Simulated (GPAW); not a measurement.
# CuO (P-1) in GPAW: single point with r2SCAN

Aim: the single point of CuO with r2SCAN.

Everything below comes from runs of GPAW 26.7.0. Logs are shortened: lines on timing, memory, paths and dates and some standing lists are left out, and cuts for length are marked. The log counts tension as positive stress, the text compression.

## Step 1: The crystal as given

The typed cell holds 4 atoms: a = 2.880 Å, b = 2.880 Å, c = 5.176 Å, α = 89.81°, β = 89.81°, γ = 89.22°.

The cell comes from a database or a generator and needn't be the stable form of this composition.

## Step 2: Single point, r2SCAN

Input file run.py:

```python
from ase.dft.bandgap import bandgap
from ase.io import read, write
from ase.units import GPa
from gpaw import GPAW, PW

atoms = read('CuO.cif')

calc = GPAW(mode=PW(550),
            xc='MGGA_X_R2SCAN+MGGA_C_R2SCAN',
            kpts={'size': (7, 7, 4), 'gamma': True},
            occupations={'name': 'fermi-dirac', 'width': 0.05},
            nbands=33,
            maxiter=120,
            txt='gpaw.txt')
atoms.calc = calc
energy = atoms.get_potential_energy()
forces = atoms.get_forces()
stress = atoms.get_stress()
calc.write('gs.gpw')
write('result.traj', atoms)
print(f'Energy: {energy:.6f} eV')
print('Forces (eV/A):')
print(forces.round(4))
print('Stress (GPa):', (stress / GPa).round(3))
print('Fermi level:', round(calc.get_fermi_level(), 4), 'eV')
print(f'Gap: {bandgap(calc)[0]:.4f} eV, direct: {bandgap(calc, direct=True)[0]:.4f} eV')
```

Input file CuO.cif:

```cif
data_CuO
_cell_length_a 2.87950096
_cell_length_b 2.87954458
_cell_length_c 5.17639749
_cell_angle_alpha 89.80651162
_cell_angle_beta 89.80634916
_cell_angle_gamma 89.22252538
_space_group_name_H-M_alt 'P1'
_space_group_name_Hall 'P 1'
_space_group_IT_number 1
loop_
_space_group_symop_operation_xyz
'x,y,z'
loop_
_atom_site_label
_atom_site_type_symbol
_atom_site_symmetry_multiplicity
_atom_site_Wyckoff_symbol
_atom_site_fract_x
_atom_site_fract_y
_atom_site_fract_z
_atom_site_occupancy
Cu1 Cu 1 a 0.0000000000 0.5000000000 0.0000000000 1
Cu2 Cu 1 a 0.5000000000 0.0000000000 0.5000000000 1
O1 O 1 a 0.9984239700 0.0016717800 0.7498871000 1
O2 O 1 a 0.0015760300 0.9983282200 0.2501129000 1
```

Potentials or basis: GPAW PAW data sets (gpaw-data 1.2.1), pw.

Run with:

```
OMP_NUM_THREADS=1 python run.py
```

gpaw.txt:

```text
__  _  _
 | _ |_)|_||  |
 |__||  | ||/\| - 26.7.0

Input parameters:
  mode=PW(ecut=550.0),
  kpts=MonkhorstPack(size=(7, 7, 4), gamma=True),
  maxiter=120,
  nbands=33,
  occupations=Occupations(name='fermi-dirac', width=0.05),
  xc=XC(name='MGGA_X_R2SCAN+MGGA_C_R2SCAN')

Diagonalizing LCAO Hamiltonian
Converting LCAO to pw mode

              O

         O Cu

        Cu

Atoms  # Å, Bohr magnetons
|   | symbol |        x |        y |        z |    initial magnetic moments |
|---|--------|----------|----------|----------|-----------------------------|
| 0 |     Cu | 0.019536 | 1.439640 | 0.000000 | ( 0.0000,  0.0000,  0.0000) |
| 1 |     Cu | 1.448498 | 0.008622 | 2.588170 | ( 0.0000,  0.0000,  0.0000) |
| 2 |      O | 2.888148 | 0.017745 | 3.881670 | ( 0.0000,  0.0000,  0.0000) |
| 3 |      O | 0.047921 | 2.878779 | 1.294669 | ( 0.0000,  0.0000,  0.0000) |

Unit cell  # Å
| periodic |        x |        y |        z |  lengths |    angles |
|----------|----------|----------|----------|----------|-----------|
|      yes | 2.879501 | 0.000000 | 0.000000 | 2.879501 | 89.806512 |
|      yes | 0.039073 | 2.879279 | 0.000000 | 2.879545 | 89.806349 |
|      yes | 0.017495 | 0.017245 | 5.176339 | 5.176397 | 89.222525 |

Number of symmetries: 2
Symmetry operations  # r_c * U_cc + t_c -> r_c
|   | kind |            matrix            |
|---|------|------------------------------|
| 0 |  E   |  1, 0, 0,  0, 1, 0,  0, 0, 1 |
| 1 |  i   | -1, 0, 0,  0,-1, 0,  0, 0,-1 |

BZ-sampling:
  Number of BZ points: 196
  Number of IBZ points: 99

  Monkhorst-Pack size: [7, 7, 4]
  Monkhorst-Pack shift: [0.0, 0.0, 0.125]

K-points  # in reciprocal-cell coordinates
|     |                                coordinates |     weight |
|-----|--------------------------------------------|------------|
|   0 | (  0.00000000,   0.00000000,   0.00000000) | 0.00510204 |
|   1 | (  0.00000000,   0.00000000,   0.25000000) | 0.01020408 |
|   2 | (  0.00000000,   0.00000000,   0.50000000) | 0.00510204 |
|   3 | (  0.00000000,   0.14285714,  -0.25000000) | 0.01020408 |
|   4 | (  0.00000000,   0.14285714,   0.00000000) | 0.01020408 |
|   5 | (  0.00000000,   0.14285714,   0.25000000) | 0.01020408 |
|   6 | (  0.00000000,   0.14285714,   0.50000000) | 0.01020408 |
|   7 | (  0.00000000,   0.28571429,  -0.25000000) | 0.01020408 |
|   8 | (  0.00000000,   0.28571429,   0.00000000) | 0.01020408 |
|   9 | (  0.00000000,   0.28571429,   0.25000000) | 0.01020408 |
| ... |                                            |            |
|  98 | (  0.42857143,   0.42857143,   0.50000000) | 0.01020408 |

Plane wave coefficients: 1283
Cutoff: 550.0 eV

Spin-components: 1 (collinear spins)
Bands:           33
Projectors:      22
Spin-degeneracy: 2
Datatype:        complex128

Parallelization:
  kpt:    1
  domain: 1
  band:   1

Density:
  Valence electrons: 34.0
  Components: 1
  Grid points: [16 16 28]
  Charge: 0.0  # |e|

Potential:
  Grid points: [16 16 28]

species:
  Cu:
    name:    Copper
    Z:       29.0
    valence: 11
    core:    18
    charge:  0.0  # [|e|]
    compensation charges:
      type: gauss
      rc: 0.33  # [Å]
      lmax: 2
    cutoffs:
      filter: 2.06  # [Å]
      core: 2.43  # [Å]
    projectors
    | kind |    occ | energy [eV] | rcut [Å] |
    |------|--------|-------------|----------|
    |   4s |  1.000 |      -4.609 |    1.164 |
    |   4p |  0.000 |      -0.698 |    1.164 |
    |   3d | 10.000 |      -5.039 |    1.058 |
    |    s |        |      22.603 |    1.164 |
    |    p |        |      26.513 |    1.164 |
    |    d |        |      22.172 |    1.058 |

    Using partial waves for Cu as LCAO basis

  O:
    name:    Oxygen
    Z:       8.0
    valence: 6
    core:    2
    charge:  0.0  # [|e|]
    compensation charges:
      type: gauss
      rc: 0.21  # [Å]
      lmax: 2
    cutoffs:
      filter: 1.17  # [Å]
      core: 0.83  # [Å]
    projectors
    | kind |    occ | energy [eV] | rcut [Å] |
    |------|--------|-------------|----------|
    |   2s |  2.000 |     -23.961 |    0.688 |
    |   2p |  4.000 |      -9.029 |    0.598 |
    |    s |        |       3.251 |    0.688 |
    |    p |        |      18.182 |    0.598 |
    |    d |        |       0.000 |    0.619 |

    Using partial waves for O as LCAO basis

Reference energy: -94124.608285  # eV

eigensolver:
  PPCG
  Converge bands: occupied
  niter=2

density mixing:
  MSR1-Mixer
  Pratt-step length: 0.05
  Maximum mixing coefficient: 0.75
  Old densities: 10
  SVD Regularization: 0.005
  Good broyden scale: 1.0
  Trust region scale: 1.0
  Backstep threshold: 4.0
  History deletion threshold: 6.0
  Fourier metric: weight=20.0, sigma=0.015

occupation numbers:
  Fermi-Dirac:
    width: 0.0500  # eV

poisson solver:
  ecut: 4400.0  # eV

xc functional:
  name: MGGA_X_R2SCAN+MGGA_C_R2SCAN with 2 nearest neighbor stencil

convergence criteria:
- Maximum [total energy] change in last 3 cyles: 0.0005 eV / valence electron
- Maximum integral of absolute [dens]ity change: 0.0001 electrons / valence electron
- Maximum integral of absolute [eigenst]ate change: 4e-08 eV^2 / valence electron
maximum number of iterations: 120

SCF iterations
|iter     | |      energy | eigst |  dens |
|---------|-|-------------|-------|-------|
|iter:   1| |  -45.702001 | -0.04 |       |
|iter:   2| |  -37.091592 | -1.07 | -0.89 |
|iter:   3| |  -34.267692 | -1.56 | -0.98 |
|iter:   4| |  -34.236772 | -2.46 | -1.43 |
|iter:   5| |  -34.272789 | -3.23 | -1.59 |
|iter:   6| |  -34.256143 | -3.03 | -1.62 |
|iter:   7| |  -34.261002c| -3.40 | -2.06 |
|iter:   8| |  -34.261457c| -4.78 | -2.82 |
|iter:   9| |  -34.261675c| -4.92 | -3.08 |
|iter:  10| |  -34.261670c| -7.25 | -3.80 |
|iter:  11| |  -34.261668c| -7.95c| -4.23c|

Converged in 11 steps
Energy contributions relative to reference atoms: (reference = -94124.608285)

Energy contributions:
  Kinetic:          14.403410
  Coulomb:         -17.376533
  Zero:              0.214954
  External:          0.000000
  Xc:              -31.497044
  Entropy:          -0.012910
  Spinorbit:         0.000000
  ----------------------------
  Free energy:     -34.268122
  Extrapolated:    -34.261668

dipole moment: (-6.341608, -6.256829, -11.180345)  # |e|*Ang

Fermi level: 5.904
Eigenvalues  # (at kpt = [0.000, 0.000, 0.000])
| band index |      eig [eV] | occ [0-2] |
|------------|---------------|-----------|
|          0 |       -15.321 |     2.000 |
|        ... |               |           |
|          8 |         2.258 |     2.000 |
|          9 |         2.490 |     2.000 |
|         10 |         2.910 |     2.000 |
|         11 |         3.212 |     2.000 |
|         12 |         3.223 |     2.000 |
|         13 |         3.229 |     2.000 |
[... 8 lines left out ...]
|         22 |        21.360 |     0.000 |
|         23 |        21.381 |     0.000 |
|        ... |               |           |
|         32 |        32.147 |     0.000 |

No gap
No difference between direct/indirect transitions

Forces  # eV/Ang
|        x |        y |        z |
|----------|----------|----------|
|  0.00000 |  0.00000 |  0.00000 |  # Cu   0
|  0.00000 |  0.00000 |  0.00000 |  # Cu   1
|  0.00396 | -0.00570 |  0.00896 |  # O    2
| -0.00396 |  0.00570 | -0.00896 |  # O    3

Stress tensor  # eV/Ang^3
|         x |         y |         z |
|-----------|-----------|-----------|
|  0.035327 |  0.000190 | -0.000049 |
|  0.000190 |  0.035498 | -0.000155 |
| -0.000049 | -0.000155 |  0.043086 |

# Writing to gs.gpw (mode='')
```

It took 3.7 min on 1 thread of AMD EPYC 7R43 (Zen 3), shared host; peak memory 0.32 GiB.

The run converged, but some of its settings lie outside the range that counts as converged, so its numbers aren't taken as properties of the crystal.

What came out:

| Quantity | Value |
| --- | --- |
| Free energy | -34.2681 eV |
| Pressure | -6.1 GPa |
| Largest force | 0.011 eV/Å |
| Band gap on the k mesh | none (metal or under the smearing width) |

Caveat: with this Cu data set, volumes or pressures lay over 1.5 % or 2 GPa off other programs in two to four cells of ten; the cutoff is short for stress and forces, so pressures can be off by a GPa or more; the PAW data sets were made with another functional, which shifts forces and pressure a little; the run has no spin polarisation, though such a crystal can be magnetic; semilocal functionals often make such compounds metallic where correlation or magnetic order opens a gap, which also shifts bond lengths.
